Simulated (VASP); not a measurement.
Here is a VASP 6.6.1 calculation.

File INCAR:

```
SYSTEM = ZnSe
ALGO = Normal ; EDIFF = 1E-7
EDIFFG = -0.005 ; ENCUT = 600
IBRION = 2 ; ISIF = 3
ISMEAR = 0 ; LASPH = .True.
LCHARG = .False. ; LREAL = .False.
LWAVE = .False. ; NELM = 80
NSW = 90 ; PREC = Accurate
SIGMA = 0.03
```

KPOINTS

```
k-points
0
Gamma
  8 8 8
  0 0 0
```

POSCAR

```
ZnSe                                    
1.0
   -0.0000000000      2.7882745086      2.7882745086
    2.7882745086     -0.0000000000      2.7882745086
    2.7882745086      2.7882745086      0.0000000000
  Zn              Se            
     1     1
Direct
     0.0000000000000000    0.0000000000000000    0.0000000000000000
     0.2500000000000000    0.2500000000000000    0.2500000000000000
```

Potentials or basis: VASP PAW LDA potentials, release 64 (Zn, Se).

Launch:

```bash
$ cat potpaw_LDA.64/Zn/POTCAR potpaw_LDA.64/Se/POTCAR > POTCAR
$ mpirun -np 1 vasp_std > vasp.out
```

(1) Predict the band gap on the k mesh.

Answers

(1) 1.27 eV, direct.

Caveat: the relaxation stopped at its first step, so nothing moved.
